A germanium crystal is held at a fixed volume close to the measured one, and nine methods are asked for its pressure. A spring clamped at a fixed length is a simpler system of the same kind. It pushes outward if its natural length exceeds the clamp, and pulls inward if it is shorter. Here each method brings its own natural length, and positive pressure means that the method wants a larger crystal. The likeness holds for small changes of length, since a real crystal grows softer as it expands.

Pressure of diamond-structure germanium (Fd-3m) at a fixed cubic cell edge of 5.658 Å, from force fields and Kohn-Sham DFT in the programs named in each row. The lattice is static, and positive pressure means compression; the Ansatz values leave out the Pulay correction of the stress. For the DFT rows, basis gives the plane-wave cutoff.

```tsv
method	rung	program	potentials	basis	spin	spin orbit	k mesh	smearing	pressure (GPa)
SNAP	force field	LAMMPS	Ge_Zuo_JPCA2020.snap	default	none	no	none 2-atom cell	none	4.380
Tersoff	force field	LAMMPS-through-ASE	Ge.tersoff	default	none	no	none 8-atom cell	none	-4.230
PBE	GGA	VASP	VASP PAW PBE potentials, recommended	520 eV	none	no	8x8x8 2-atom cell	gaussian 0.015eV	3.490
PBEsol	GGA	ABINIT	PseudoDojo NC SR PBEsol v0.4.1 standard	952 eV	none	no	6x6x6 2-atom cell	Fermi-Dirac 0.05eV	-1.210
RPBE	GGA	VASP	VASP PAW PBE potentials, recommended	520 eV	none	no	8x8x8 2-atom cell	gaussian 0.1eV	5.250
r2SCAN	meta-GGA	ABINIT	JTH PAW PBE v2.0	653 eV	none	no	5x5x5 2-atom cell	Fermi-Dirac 0.05eV	0.590
HSE03	hybrid	Ansatz	Ansatz PAW	420 eV	collinear afm	no	4x4x4 2-atom cell	cold 0.025eV	1.510
HSE06	hybrid	Ansatz	Ansatz PAW	420 eV	none	yes	4x4x4 2-atom cell	Fermi-Dirac 0.05eV	1.160
PBE0	hybrid	Ansatz	Ansatz PAW	420 eV	none	yes	4x4x4 2-atom cell	Fermi-Dirac 0.05eV	0.920
```

**(a) PBE reports a pressure of 3.49 GPa. By how much would the cell edge have to change to relieve it?**

*Solution.* For a small change, a solid answers pressure with a proportional change of volume, and the bulk modulus $B$ is its stiffness. Relieving a pressure $P$ takes a relative volume change $\Delta V/V = P/B$. A cube whose edge $L$ grows by one per cent gains three per cent in volume, so

$$\frac{\Delta L}{L} \approx \frac{P}{3B}.$$

With a rough recalled stiffness of 75 GPa for germanium, PBE gives $3.49/(3\times 75) = 0.016$. The edge would grow by about 1.6%.

No row was used to tune this estimate. PBE is known to make germanium roughly 2% too long, so the result is somewhat low, as expected of a formula that ignores softening. It is least certain for the force fields, whose stiffness may differ from that of the real crystal. The output below applies the same formula to every row.

For practical work, the PBE pressure is therefore mostly a property of the method and no sign of a real load on the crystal. Zero is not quite the ideal answer either. Atomic vibrations, which these static calculations leave out, push a real crystal outward by roughly a few tenths of a GPa, so a perfect static method would show a slightly negative pressure.

**(b) Does the pressure follow the rung of the method? Explain the order of the three GGA rows, PBEsol included.**

*Solution.* It does not follow the rung. The three GGA rows spread over 6.5 GPa and enclose the meta-GGA and all three hybrids, which lie close together. The lower end of that spread is the PBEsol row, whose value is doubtful, as shown below. The name of the functional thus tells more about the pressure than the name of its rung.

The cause lies in how a GGA treats uneven density. It multiplies the exchange energy of a uniform electron gas by a factor that grows with the reduced gradient $s$, a measure of how fast the density varies. When the atoms move apart, the density between them thins out and $s$ tends to rise there. The functional then rewards the expansion with a lower energy. Pressure is the rate at which energy falls with growing volume, so a steeper factor means a stronger outward push.

RPBE and PBE start with the same dependence on small gradients, but the RPBE factor then climbs faster. Its pressure is higher by 1.8 GPa. This is the cleanest comparison in the table, because the two runs share program, potentials, cutoff and mesh and differ otherwise only in smearing. The shared potentials were made for PBE, though, which adds an error of unmeasured size to the RPBE row. This one change of formula within a rung moves the pressure three times as far as the whole spread of the hybrids.

PBEsol starts with little more than half of PBE's gradient coefficient, so theory places it below PBE, where it is found. Its negative sign is another matter. PBEsol usually makes germanium slightly too large, which calls for a small positive pressure, whereas this run asks for an edge about 0.5% shorter. The value of −1.21 GPa should therefore not be read as a property of the functional alone.

An untested suspect is the finite plane-wave basis. If the set of waves is kept fixed while the cell is strained, the computed pressure comes out too low, and the Pulay correction repairs this. In the PBE0 run that correction is only 0.03 GPa. The PBEsol run would need more than 1.2 GPa to change sign, which is conceivable only because it uses a different kind of potential with different demands on the basis. The potential itself is an equally open suspect.

**(c) Why do the hybrids and r2SCAN lie well below PBE, and why do the two force fields disagree in sign?**

*Solution.* PBE0 replaces a quarter of PBE's exchange by Fock exchange, which is computed from the orbitals themselves. Nearly three quarters of the PBE pressure disappears, although part of this change may come from the different program, potentials, mesh and spin-orbit setting. This does not mean that three quarters of the gradient reward is gone. The pressure is what remains after larger pushes and pulls have nearly cancelled, so replacing a quarter of the exchange can remove most of it. Fock exchange also responds to volume in its own way, and the table cannot separate this from the weaker gradient reward. One possible part, not tested here, is that it frees electrons from some of their spurious repulsion with themselves and so draws the filled 3d shells inward. That cannot be the whole reason, since PBE0 also gives shorter bonds than PBE in silicon, which has no 3d electrons.

The screened hybrids use Fock exchange only at short range and keep PBE exchange at long range. They should therefore lie between PBE0 and PBE, and HSE03, which is usually run with the stronger screening, should then stay closer to PBE. The pressures do fall in this order, from 1.51 GPa for HSE03 through 1.16 for HSE06 to 0.92 for PBE0. The steps are small, however, the mesh is coarse, and HSE03 also differs in spin-orbit coupling, in smearing and in its antiferromagnetic start, whose final moments are not shown. The order agrees with the screening picture but does not establish it.

The meta-GGA r2SCAN reaches a similar pressure by another route. Besides the gradient, it uses the kinetic-energy density of the orbitals, which helps to tell a covalent bond from a region where closed shells merely overlap. It can treat the two differently, while a GGA must serve both with one factor. Its pressure lies only 0.3 GPa below that of PBE0, too little to rank the two across different programs and potentials. The r2SCAN run also uses potentials made for PBE, and the error from this is not measured.

A force field has no electrons, and its natural length follows from the data to which its parameters were fitted. SNAP learned from PBE calculations and inherits their wish for a larger crystal; it lies 0.9 GPa above PBE, a gap that also contains the error of its training. Tersoff pulls inward with 4.23 GPa. Perhaps its parameters were tuned to germanene, a single sheet of germanium atoms, in which case the bulk crystal lies outside their purpose. For either force field, the data behind the parameters are the first thing to check before a computed stress is trusted.

The analysis program printed:

```
Rough change of edge length that would relieve the pressure:
      row  pressure GPa  length change percent
     SNAP          4.38                  1.947
  Tersoff         -4.23                  -1.88
      PBE          3.49                  1.551
   PBEsol         -1.21                -0.5378
     RPBE          5.25                  2.333
   r2SCAN          0.59                 0.2622
    HSE03          1.51                 0.6711
    HSE06          1.16                 0.5156
     PBE0          0.92                 0.4089
Number of first-principles rows: 7
Number of first-principles rows with positive pressure: 6
Spread of the three GGA rows in GPa: 6.46
Spread of the three hybrid rows in GPa: 0.59
RPBE less PBE in GPa: 1.76
PBE less PBEsol in GPa: 4.7
RPBE-PBE difference over the hybrid spread: 2.983
PBE less PBE0 in GPa: 2.57
Share of the PBE pressure that is gone in PBE0 in percent: 73.64
PBE less r2SCAN in GPa: 2.9
PBE0 less r2SCAN in GPa: 0.33
HSE03 less HSE06 in GPa: 0.35
HSE06 less PBE0 in GPa: 0.24
Drop from PBE to HSE06 as percent of the drop from PBE to PBE0: 90.66
Drop from PBE to HSE03 as percent of the drop from PBE to PBE0: 77.04
Pulay correction of the PBE0 run in GPa: 0.03078
SNAP less PBE in GPa: 0.89
Tersoff less PBE in GPa: -7.72
```
